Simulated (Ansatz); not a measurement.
# The honeycomb InP bilayer (AB) between two gates, part 2 of 3

Aim: screening and gap of the neutral honeycomb InP bilayer (AB) between oppositely charged gates.

Ansatz 0.2.0; plane-wave DFT, PBE-D3(BJ), Ansatz PAW.

So far. Step 2 (Relaxing the slab): The lattice constant a goes from 4.250 to 4.207 Å.

## 3. Gated layer, displacement field 0, start network

The slab is cut off from its images along the normal. Two sheets of opposite charge stand for the gates, so the stack stays neutral in a displacement field; barriers ahead of the sheets keep electrons from leaking to them. The uncharged case sets the zero.

The cell differs from the one that the last finished run ended in (c 39.200 → 38.076 Å).

File input.yaml:

```yaml
crystal:
  lattice:
    - [4.2069748242, 0.0, 0.0]
    - [-2.1034874121, 3.6433470709, 0.0]
    - [0.0, 0.0, 38.0763790509]
  atoms:
    - { symbol: P, position: [0.6666666667, 0.3333333333, 0.4477841755] }
    - { symbol: In, position: [0.3333333333, 0.6666666667, 0.4614962554] }
    - { symbol: P, position: [0.0, 0.0, 0.5388703404] }
    - { symbol: In, position: [0.6666666667, 0.3333333333, 0.5522158245] }
  periodic: [true, true, false]
  symmetry: { detect: true }
kpoints:
  mp_grid: { grid: [42, 42, 1] }
  band_path:
    path: [[0, 0, 0], [0.5, 0, 0], [0.33333333, 0.33333333, 0], [0, 0, 0]]
    npoints: 16
hamiltonian:
  xc: pbe
  dispersion: d3bj
scf:
  occupations: { method: fermi_dirac, width: 0.02585 }
  convergence: { dr2_threshold: 1.0e-10 }
output:
  forces: true
  eigenvalues: true
  dos: { projected: true, e_range: [-3, 3], de: 0.01 }
  write_potential: true
  write_density: true
  volumetric_format: npy
  elf: true
external_charges:
  - { charge: 0, barrier: 10, axis: 3, height: 24.526, sigma: 0.25 }
  - { charge: 0, barrier: 10, axis: 3, height: 13.55, sigma: 0.25 }
```

The run is started by

```
> ansatz run input.yaml --threads 4 --pin off --max-ram 8192MiB --backend cpu --events-out ev --progress --plain --runs-dir out
```

Numbers of over 12 decimals in the logs are rounded to 6 here.

The program printed:

```text
[...]
Crystal: 4 atoms, lattice volume = 583.615 Å³
Basis set: ecut = 420 eV, 11269 PW (Γ), exchange–correlation on 60×60×512 points (8 copies of the dense FFT grid, shifted against one another)
Bands: 22, of which v1, the nominal top of the filled ones, is band 18 counted from 1 (17 counted from 0)
Symmetry: 6 space group operations
[...]
k-points: 169 of 1764 (time reversal used)
[...]
SCF iter   1: F=—  HF=-12707.103826 eV  |F-HF|=—  |Δ(HF+E_count)|=         —  Δρ=1.56e-3  dr2=2.49e-2  ethr=1.77e-3  ⟨swp⟩=13.8  Hψ=31883  notcnv=0
[...]
SCF iter  11: F=-12707.102738 eV  HF=-12707.102738 eV  |F-HF|=3.64e-11  |Δ(HF+E_count)|=   1.36e-9  Δρ=4.50e-8  dr2=1.44e-11  ethr=1.00e-12  ⟨swp⟩=13.9  Hψ=33984  notcnv=0
SCF 1 converged in 11 iterations: F = -12707.102738 eV  dr2 = 1.44e-11
[...]
NSCF: frozen V_eff on 49 k-points
SCF converged after 11 iterations
Free energy (F): -12707.102738 eV
[...]
Internal energy: -12707.102738 eV  (E = F + TS)
E sigma→0 (E₀):  -12707.102738 eV
Fermi energy:    -4.460048 eV
[...]
--- Forces (eV/Å), atoms and charges each counted from 1 ---
  atom   1  P      0.00000000    -0.00000000     0.00776289
  atom   2  In    -0.00000000     0.00000000     0.00428734
  atom   3  P      0.00000000    -0.00000000    -0.00021153
  atom   4  In    -0.00000000     0.00000000    -0.01827022
  external charge   1     0.00000000     0.00000000     0.01971805
  external charge   2     0.00000000     0.00000000    -0.01328697
  max |Σ_I F_I| component, the external charges' with the atoms': 4.31e-7 eV/Å
--- Band table (eV; the first three rows and the last of 169) ---
  k-point 0: bands = [... 14 lower, -5.6716, -5.6716, -5.0377, -5.0377, -4.0449, -3.6873, -1.4585, -0.7063]
  k-point 1: bands = [... 14 lower, -5.6893, -5.6828, -5.1093, -5.0468, -3.9991, -3.6156, -1.4572, -0.7284]
  k-point 2: bands = [... 14 lower, -5.7337, -5.7157, -5.2821, -5.0735, -3.8769, -3.4380, -1.4544, -0.7859]
  k-point 168: bands = [... 14 lower, -8.3526, -7.7859, -5.4716, -5.0648, -3.1335, -2.9279, 0.0373, 0.3831]
```

Run time: 74 s. Hardware: 4 threads of Arm Neoverse V2, shared host; peak memory 2 GiB.

In the SCF lines HF is the Harris–Foulkes energy and dr2 the Hartree energy of the density residual, in eV; the loop may stop once dr2 is under the threshold and the program's other checks hold. Hψ counts applications of the Hamiltonian.

This step gave:

* gap along the path: 0.9313 eV
* smallest direct gap along the path: 0.9928 eV
* gap, the smaller of path and mesh: 0.9313 eV
* potential beyond the upper barrier and gate, less the barrier, from the Fermi level: 3.660 eV

Running mean over a fixed 2.5 Å (it still follows the layers) of the planar mean; beyond a gate it holds the 10 eV model barrier. Electron's electrostatic potential energy less the Fermi level against z:

z (Å), electron's electrostatic potential energy less the Fermi level (eV) and a bar from the least value:
```
        4       15.3 ##############################
        6       15.3 ##############################
        8       15.3 ##############################
       10       15.3 ##############################
       12       15.2 ##############################
       14        8.4 ####################
       16       -0.1 #######
       18       -4.5 
       20       -4.3 
       22       -1.8 ####
       24        6.5 #################
       26       13.5 ###########################
       28       13.7 ############################
       30       13.7 ############################
       32       13.7 ############################
       34       13.7 ############################
```

The density of states has structure finer than the step of the table below, so its rows give means over 0.2 eV, whole bins alone (the curve runs from -3 to 2.41 eV). Peaks (eV: height): -2.61: 8.20, -1.12: 4.69, -1.02: 4.50, -0.68: 7.07, -0.59: 7.01, 1.32: 5.20, 2.02: 6.34.

Table of density of states by energy, zero at the Fermi level of the run, which the smearing sets inside the gap; means over each step:

energy (eV), density of states (states/eV a cell) and a bar:
```
     -2.8       1.83 ##########
     -2.6       4.27 ########################
     -2.4       3.08 #################
     -2.2       2.52 ##############
     -2.0       2.43 ##############
     -1.8       3.39 ###################
     -1.6       3.11 ##################
     -1.4       2.45 ##############
     -1.2       2.11 ############
     -1.0       2.37 #############
     -0.8       3.23 ##################
     -0.6       5.29 ##############################
     -0.4       0.00 
     -0.2       0.00 
      0.0       0.00 
      0.2       0.00 
      0.4       0.03 
      0.6       0.69 ####
      0.8       1.12 ######
      1.0       1.51 #########
      1.2       2.29 #############
      1.4       2.84 ################
      1.6       2.05 ############
      1.8       2.42 ##############
      2.0       4.17 ########################
      2.2       3.12 ##################
```

Projected DOS per atom over height of the atomic layer and energy from the Fermi level. Layers: P In P In from below.

Ten even steps from '_' (0.00 states/eV) to '@' (3.44 states/eV), each cell a mean:
```
::::__..
::==__--
__::__::
____::::
..__::--
____....
______..
________
________
________
________
..______
@@..--__
--....__
::__::__
::__--__
--..--..
--..::..
..__::..
::..--..
::..==::
..__::__
```
Columns: height of the atomic layer (Å) from 17.1 to 21.0 (not evenly spaced); rows upwards: energy from the Fermi level (eV) from -2.98 to 2.37.

Electronic bands along the path, in eV, zero at the Fermi level of the run, which the smearing sets inside the gap:

| point | band 15 | band 16 | band 17 | band 18 | band 19 | band 20 | band 21 | band 22 |
| --- | --- | --- | --- | --- | --- | --- | --- | --- |
| Γ | -1.21 | -1.21 | -0.58 | -0.58 | 0.42 | 0.77 | 3.00 | 3.75 |
| halfway | -2.62 | -2.00 | -1.27 | -0.91 | 1.34 | 2.02 | 2.73 | 3.70 |
| M | -2.58 | -1.81 | -1.62 | -0.77 | 0.55 | 1.76 | 2.12 | 3.06 |
| halfway | -3.39 | -2.69 | -1.30 | -0.67 | 1.04 | 1.99 | 3.01 | 3.68 |
| K | -3.89 | -3.33 | -1.01 | -0.60 | 1.33 | 1.53 | 4.50 | 4.84 |
| halfway | -2.55 | -2.44 | -1.79 | -0.77 | 1.77 | 2.40 | 3.12 | 3.72 |
| Γ | -1.21 | -1.21 | -0.58 | -0.58 | 0.42 | 0.77 | 3.00 | 3.75 |

The electronic bands as a text plot (rows in eV, shown from -6.2 to 3.1 only):

```
    2.9 |+++++++++++         +    ++                  +++++++++++
    2.5 |           ++++       +++                 ++++++
    2.1 |      ++++++++++++++++ +++++          ++++      +++
    1.7 |    ++         ++++++++     ++++++++++ ++++++++++  +
    1.3 |  ++++++++++                +++++++++++          ++ ++
    0.9 |++ +        ++++       +++++                       +++++
    0.5 |+++             +++++++                               ++
    0.2 |
   -0.2 |
   -0.6 |******      *********************************      *****
   -1.0 |  **********                ********         *********
   -1.4 |******    *****       ******        **       *** *******
   -1.8 |**  ******     *******                *******   *  *  **
   -2.2 |  *   *   ******      ***                    *** ** **
   -2.6 |   *** ******  *******   **            **********  *
   -2.9 |      *               ***  **       *** ***      **
   -3.3 |   *******               *** *******  **      ********
   -3.7 |***    *  *                 **********       ****     **
   -4.1 |        ** *                               ***
   -4.5 |          * ***                           ***
   -4.9 |           *   *                       ****
   -5.3 |            *** ***                 *** **
   -5.7 |               *   *****************  **
   -6.0 |                **********************
         Γ                   M           K                      Γ
```

ELF in the ca plane at fractional y = 0.333, with atoms of P and In within 0.2 Å of it. It is the smooth field of the valence electrons, not physical close to the nuclei.

Ten even steps from '0' (0.00) to '9' (0.91), each cell a mean:
```
00000000000000012467788764201233323332100000
00000000000000124789988886300122222222100000
00000000000000136899822687410121002222210000
00000000000000246899700487410121001322210000
00000000000000136899833787410122002222210000
00000000000000124689988876300122222222100000
00000000000000002356777654201233333322100000
00000000000000000112343332102456554321000000
00000000000000000001122222102566654321000000
00000000000000000001122222102566654321000000
00000000000000000123444332102455554321000000
```
Columns run along c (16.0 Å, from fractional 0.24 to 0.66 of the cell), rows up along a (4.2 Å). Atoms in or near the plane, at fractional coordinates: P at (0.45, 0.67), In at (0.55, 0.67).

Valence density in the ca plane at fractional y = 0.333, with atoms of P and In within 0.2 Å of it. It is the smooth field of the valence electrons, not physical close to the nuclei.

Values in units of 1e0 e/Å³, 6 rows by 16 columns, each cell a mean:
```
0.0 0.0 0.0 0.0 0.0 0.0 0.1 0.4 0.4 0.1 0.1 0.6 0.5 0.0 0.0 0.0
0.0 0.0 0.0 0.0 0.0 0.0 0.1 0.5 0.5 0.1 0.1 4.1 4.0 0.1 0.0 0.0
0.0 0.0 0.0 0.0 0.0 0.0 0.1 0.5 0.5 0.1 0.1 3.0 2.9 0.1 0.0 0.0
0.0 0.0 0.0 0.0 0.0 0.0 0.0 0.3 0.3 0.1 0.1 0.3 0.3 0.0 0.0 0.0
0.0 0.0 0.0 0.0 0.0 0.0 0.0 0.1 0.2 0.1 0.1 0.2 0.1 0.0 0.0 0.0
0.0 0.0 0.0 0.0 0.0 0.0 0.0 0.1 0.2 0.1 0.1 0.2 0.1 0.0 0.0 0.0
```
Columns run along c (16.0 Å, from fractional 0.24 to 0.66 of the cell), rows up along a (4.2 Å). Atoms in or near the plane, at fractional coordinates: P at (0.45, 0.67), In at (0.55, 0.67).

Electrostatic potential energy in the ca plane at fractional y = 0.333, with atoms of P and In within 0.2 Å of it. With pseudopotentials it is smooth inside the atoms' cores, unlike the true potential.

Ten even steps from '0' (-47 eV) to '9' (11 eV), each cell a mean:
```
99999999999988888887766777787776666777777889
99999999999988888877533577887764224677777889
99999999999998888876100157877641001467777889
99999999999998888875000057877630000367777889
99999999999998888876200267877641001467777889
99999999999988888887644577887764224677777889
99999999999988888887776777777776666777777889
99999999999988888887777777777777777777777889
99999999999988888887776677777777777788888889
99999999999988888887777677777777777778888889
99999999999988888887777777777777777777777889
```
Columns run along c (16.0 Å, from fractional 0.24 to 0.66 of the cell; values clipped at the 3rd and 97th percentile), rows up along a (4.2 Å). Atoms in or near the plane, at fractional coordinates: P at (0.45, 0.67), In at (0.55, 0.67).

The gap, the smaller of path and mesh, is 0.931 eV.

## 4. Gated layer, displacement field 0.905 V/nm

Edit input.yaml of step 3 so:

```diff
@@ -26,3 +26,2 @@
   eigenvalues: true
-  dos: { projected: true, e_range: [-3, 3], de: 0.01 }
   write_potential: true
@@ -30,5 +29,6 @@
   volumetric_format: npy
-  elf: true
 external_charges:
   - { charge: 0, barrier: 10, axis: 3, height: 24.526, sigma: 0.25 }
+  - { charge: -0.007664, axis: 3, height: 26.026, sigma: 0.5 }
   - { charge: 0, barrier: 10, axis: 3, height: 13.55, sigma: 0.25 }
+  - { charge: 0.007664, axis: 3, height: 12.05, sigma: 0.5 }
```

The program printed:

```text
[...]
Crystal: 4 atoms, lattice volume = 583.615 Å³
Basis set: ecut = 420 eV, 11269 PW (Γ), exchange–correlation on 60×60×512 points (8 copies of the dense FFT grid, shifted against one another)
Bands: 22, of which v1, the nominal top of the filled ones, is band 18 counted from 1 (17 counted from 0)
Symmetry: 6 space group operations
[...]
k-points: 169 of 1764 (time reversal used)
[...]
SCF iter   1: F=—  HF=-12708.361008 eV  |F-HF|=—  |Δ(HF+E_count)|=         —  Δρ=1.79e-2  dr2=5.09e0  ethr=3.10e-3  ⟨swp⟩=14.1  Hψ=32742  notcnv=0
[...]
SCF iter  13: F=-12707.112535 eV  HF=-12707.112535 eV  |F-HF|=2.38e-9  |Δ(HF+E_count)|=   2.47e-9  Δρ=9.80e-8  dr2=6.49e-11  ethr=1.00e-12  ⟨swp⟩=11.5  Hψ=37284  notcnv=0
SCF 1 converged in 13 iterations: F = -12707.112535 eV  dr2 = 6.49e-11
[...]
SCF converged after 13 iterations
Free energy (F): -12707.112535 eV
[...]
Internal energy: -12707.112535 eV  (E = F + TS)
E sigma→0 (E₀):  -12707.112535 eV
Fermi energy:    -4.454682 eV
[...]
--- Forces (eV/Å), atoms and charges each counted from 1 ---
  atom   1  P      0.00000000    -0.00000000    -0.00708722
  atom   2  In    -0.00000000     0.00000000     0.01675721
  atom   3  P      0.00000000    -0.00000000    -0.00922210
  atom   4  In    -0.00000000     0.00000000    -0.00495494
  external charge   1     0.00000000     0.00000000     0.01858487
  external charge   2     0.00000000     0.00000000    -0.00034722
  external charge   3     0.00000000     0.00000000    -0.01407484
  external charge   4     0.00000000     0.00000000     0.00034636
  max |Σ_I F_I| component, the external charges' with the atoms': 2.12e-6 eV/Å
--- Band table (eV; the first three rows and the last of 169) ---
  k-point 0: bands = [... 14 lower, -5.6499, -5.6499, -5.0465, -5.0465, -4.0316, -3.6971, -1.3971, -0.6890]
  k-point 1: bands = [... 14 lower, -5.6692, -5.6611, -5.1183, -5.0555, -3.9854, -3.6251, -1.3962, -0.7114]
  k-point 2: bands = [... 14 lower, -5.7175, -5.6942, -5.2911, -5.0822, -3.8620, -3.4471, -1.3946, -0.7692]
  k-point 168: bands = [... 14 lower, -8.3323, -7.7936, -5.4495, -5.0729, -3.1017, -2.9326, 0.0554, 0.4181]
```

It took 83 s on 4 threads; peak memory 2 GiB.

Numbers from this step:

```yaml
gap_along_the_path: 0.9469 eV
smallest_direct_gap_along_the_path: 1.015 eV
gap_the_smaller_of_path_and_mesh: 0.9469 eV
potential_beyond_the_upper_barrier_and_gate_less_the_barrier_from_the_fermi_level: 4.002 eV
```

Electronic bands along the path, in eV, zero at the Fermi level of the run, which the smearing sets inside the gap:

| point | band 15 | band 16 | band 17 | band 18 | band 19 | band 20 | band 21 | band 22 |
| --- | --- | --- | --- | --- | --- | --- | --- | --- |
| Γ | -1.20 | -1.20 | -0.59 | -0.59 | 0.42 | 0.76 | 3.06 | 3.77 |
| halfway | -2.61 | -1.99 | -1.28 | -0.92 | 1.36 | 2.03 | 2.75 | 3.70 |
| M | -2.56 | -1.82 | -1.61 | -0.77 | 0.56 | 1.77 | 2.12 | 3.05 |
| halfway | -3.37 | -2.70 | -1.29 | -0.68 | 1.06 | 2.00 | 3.03 | 3.66 |
| K | -3.88 | -3.34 | -0.99 | -0.62 | 1.35 | 1.52 | 4.51 | 4.87 |
| halfway | -2.54 | -2.43 | -1.81 | -0.78 | 1.80 | 2.39 | 3.14 | 3.71 |
| Γ | -1.20 | -1.20 | -0.59 | -0.59 | 0.42 | 0.76 | 3.06 | 3.77 |

The electronic bands as a text plot (rows in eV, shown from -6.2 to 3.0 only):

```
    2.9 |    +++++++         ++   ++                  +++++++
    2.5 |           ++++       +++                 ++++++
    2.1 |      ++++++++++++++++ +++++          ++++      +++
    1.7 |    ++          +++++++     ++++++++++ ++++++++++  +
    1.3 |  ++++++++++               ++++++++++++          ++ ++
    0.9 |++ +        ++++       ++++                        +++++
    0.5 |+++             +++++++                               ++
    0.1 |
   -0.2 |
   -0.6 |****        *********************************      *****
   -1.0 |* **********                ********         ********* *
   -1.4 | *****    ***         ******        ***      *** ******
   -1.8 |**  ******   *********                 *** ** ***  *  **
   -2.2 |  **  *   ******      ***                 *  *   ** **
   -2.6 |    ** ******  ********  **            **********  *
   -2.9 |      *                **  **       *** **       **
   -3.3 |   *******               *** *******  **      ********
   -3.7 |***    *  *                 **********       ****     **
   -4.1 |        ** *                               ***
   -4.5 |          * *                             ***
   -4.9 |           * ***                       ****
   -5.3 |            *** ***                 *** **
   -5.6 |               *   *****************  **
   -6.0 |                **********************
         Γ                   M           K                      Γ
```

The gap, the smaller of path and mesh, is 0.947 eV.

## 5. Gated layer, displacement field 1.81 V/nm

Edit input.yaml of step 4 so:

```diff
@@ -31,4 +31,4 @@
   - { charge: 0, barrier: 10, axis: 3, height: 24.526, sigma: 0.25 }
-  - { charge: -0.007664, axis: 3, height: 26.026, sigma: 0.5 }
+  - { charge: -0.015327, axis: 3, height: 26.026, sigma: 0.5 }
   - { charge: 0, barrier: 10, axis: 3, height: 13.55, sigma: 0.25 }
-  - { charge: 0.007664, axis: 3, height: 12.05, sigma: 0.5 }
+  - { charge: 0.015327, axis: 3, height: 12.05, sigma: 0.5 }
```

The program printed:

```text
[...]
Crystal: 4 atoms, lattice volume = 583.615 Å³
Basis set: ecut = 420 eV, 11269 PW (Γ), exchange–correlation on 60×60×512 points (8 copies of the dense FFT grid, shifted against one another)
Bands: 22, of which v1, the nominal top of the filled ones, is band 18 counted from 1 (17 counted from 0)
Symmetry: 6 space group operations
[...]
k-points: 169 of 1764 (time reversal used)
[...]
--- Band table (eV; the first three rows and the last of 169) ---
  k-point 0: bands = [... 14 lower, -5.6291, -5.6291, -5.0568, -5.0568, -4.0199, -3.7080, -1.3373, -0.6730]
  k-point 1: bands = [... 14 lower, -5.6501, -5.6404, -5.1288, -5.0658, -3.9731, -3.6359, -1.3368, -0.6956]
  k-point 2: bands = [... 14 lower, -5.7023, -5.6736, -5.3016, -5.0923, -3.8485, -3.4574, -1.3364, -0.7537]
  k-point 168: bands = [... 14 lower, -8.3129, -7.8028, -5.4283, -5.0827, -3.0708, -2.9387, 0.0724, 0.4465]
[key lines of the parts left out:]
SCF converged after 14 iterations
Free energy (F): -12707.117385 eV
Fermi energy:    -4.450562 eV
```

It took 90 s on 4 threads; peak memory 2 GiB; 6 min of CPU time.

The gap, the smaller of path and mesh, is 0.962 eV.

## 6. Gated layer, displacement field 2.71 V/nm

Edit input.yaml of step 5 so:

```diff
@@ -31,4 +31,4 @@
   - { charge: 0, barrier: 10, axis: 3, height: 24.526, sigma: 0.25 }
-  - { charge: -0.015327, axis: 3, height: 26.026, sigma: 0.5 }
+  - { charge: -0.022991, axis: 3, height: 26.026, sigma: 0.5 }
   - { charge: 0, barrier: 10, axis: 3, height: 13.55, sigma: 0.25 }
-  - { charge: 0.015327, axis: 3, height: 12.05, sigma: 0.5 }
+  - { charge: 0.022991, axis: 3, height: 12.05, sigma: 0.5 }
```

The program printed:

```text
[...]
Crystal: 4 atoms, lattice volume = 583.615 Å³
Basis set: ecut = 420 eV, 11269 PW (Γ), exchange–correlation on 60×60×512 points (8 copies of the dense FFT grid, shifted against one another)
Bands: 22, of which v1, the nominal top of the filled ones, is band 18 counted from 1 (17 counted from 0)
Symmetry: 6 space group operations
[...]
k-points: 169 of 1764 (time reversal used)
[...]
--- Band table (eV; the first three rows and the last of 169) ---
  k-point 0: bands = [... 14 lower, -5.6093, -5.6093, -5.0688, -5.0688, -4.0098, -3.7198, -1.2793, -0.6584]
  k-point 1: bands = [... 14 lower, -5.6318, -5.6207, -5.1409, -5.0777, -3.9623, -3.6476, -1.2791, -0.6811]
  k-point 2: bands = [... 14 lower, -5.6882, -5.6540, -5.3136, -5.1040, -3.8364, -3.4689, -1.2801, -0.7396]
  k-point 168: bands = [... 14 lower, -8.2944, -7.8136, -5.4081, -5.0942, -3.0406, -2.9463, 0.0883, 0.4664]
[key lines of the parts left out:]
SCF converged after 13 iterations
Free energy (F): -12707.117283 eV
Fermi energy:    -4.447734 eV
```

It took 81 s on 4 threads; peak memory 2 GiB.

The gap, the smaller of path and mesh, is 0.977 eV.

(Continued in part 3 of 3.)

[Logs are printed without paths, hosts, clocks, repeated set-up lines and the standing remarks that a program may print on its own settings, such as how far it seeks lower states.]

[Hosts, paths, dates, database ids (printed as entryN), source tags and the programs' standing remarks are cut or masked in the printed files.]

[Maps of the electrostatic potential energy from Ansatz leave out the sawtooth potential of an applied field or a dipole correction, so their vacuum need not be flat; planar profiles and work functions include it.]

[The density of states shown here was stored with 400 of the rows of the run's finer table, so its peaks can read low, often by over a quarter, or be missed, and its means over a window can be off by a tenth or more.]
